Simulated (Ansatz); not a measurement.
A relaxation of cell and atoms of MoSe₂ (2H-MoS2 type) with the plane-wave code Ansatz, at the level PBE-D3(BJ). It starts from a guessed cell.

```yaml
crystal:
  lattice:
    - [3.67568861, 0.0, 0.0]
    - [-1.837844305, 3.1832397127, 0.0]
    - [0.0, 0.0, 13.11772264]
  atoms:
    - { symbol: Mo, position: [0.3333333333, 0.6666666667, 0.25] }
    - { symbol: Mo, position: [0.6666666667, 0.3333333333, 0.75] }
    - { symbol: Se, position: [0.6666666667, 0.3333333333, 0.3867943742] }
    - { symbol: Se, position: [0.6666666667, 0.3333333333, 0.1132056258] }
    - { symbol: Se, position: [0.3333333333, 0.6666666667, 0.8867943742] }
    - { symbol: Se, position: [0.3333333333, 0.6666666667, 0.6132056258] }
kpoints:
  mp_grid: { grid: [12, 12, 2] }
hamiltonian:
  xc: pbe
  dispersion: d3bj
scf:
  occupations: { method: fermi_dirac, width: 0.02 }
relax:
  f_tol: 0.005
  cell: {}
```

The output follows, shortened, with numbered blanks.
```
Functional definition: PBE
Crystal: 6 atoms, lattice volume = 153.485 Å³
Basis set: ecut = 420 eV, 3031 PW (Γ)
Bands: 56, of which v1, the nominal top of the filled ones, is band 46 counted from 1 (45 counted from 0)
[1]
WARN: dispersion: an atom stands within reach of a switch of its C6 between two reference coordination numbers of its element […]
relax step 1: F+E_penalty+E_count = -31792.22489484 eV  max|allowed force component| = 2.535e0 eV/Å  Δτ_max = 0.0000 Å  P = -20.457 GPa  Ω = 153.485 Å³
--- Relaxed structure (6 steps of the walk, 6 accepted, 1 SCFs on fresh bases) ---
[2]
```

Question: Fill in the blanks. They hold the relaxed structure, the symmetry found.

Answer:
```
[1]
Symmetry: 24 space group operations
Space group: P63/mmc (ITA 194)
[2]
  F+E_penalty+E_count = -31795.17369470 eV   max|allowed force component| = 1.519e-3 eV/Å
  cell:  # Å, volume = 118.4297 Å³
    - [3.277051, 0.000000, 0.000000]
    - [-1.638526, 2.838009, 0.000000]
    - [0.000000, 0.000000, 12.733965]
  atoms:
    - { symbol: Mo, position: [0.333333, 0.666667, 0.250000] }
    - { symbol: Mo, position: [0.666667, 0.333333, 0.750000] }
    - { symbol: Se, position: [0.666667, 0.333333, 0.381456] }
    - { symbol: Se, position: [0.666667, 0.333333, 0.118544] }
    - { symbol: Se, position: [0.333333, 0.666667, 0.881456] }
    - { symbol: Se, position: [0.333333, 0.666667, 0.618544] }
```
Only the leading digits can be foreseen; the rest is this run's record.

The walk took 6 steps and changed the volume by -22.8 %. The last SCF, on a fresh basis, lies 491 meV an atom below the first. At the end: the symmetry is P6_3/mmc (No. 194, hexagonal); conventional cell a = 3.277 Å, c = 12.734 Å, 19.74 Å³ an atom. Around Mo lie 6 Se at 2.53 Å; around Se lie 3 Mo at 2.53 Å.

Command: `ansatz run input.yaml --threads 2 --pin off --max-ram 29491MiB --backend cpu --events-out ev --progress --plain --runs-dir out`.

Question: It ran on 2 threads of AMD EPYC 7R13 Processor (Zen 3), on a shared host, load about 0.8 per core. About how long did it take, and how much host memory at the peak?

Answer: About 36 s, with a peak of 0.74 GiB.

Calculated for a static, non-magnetic cell.
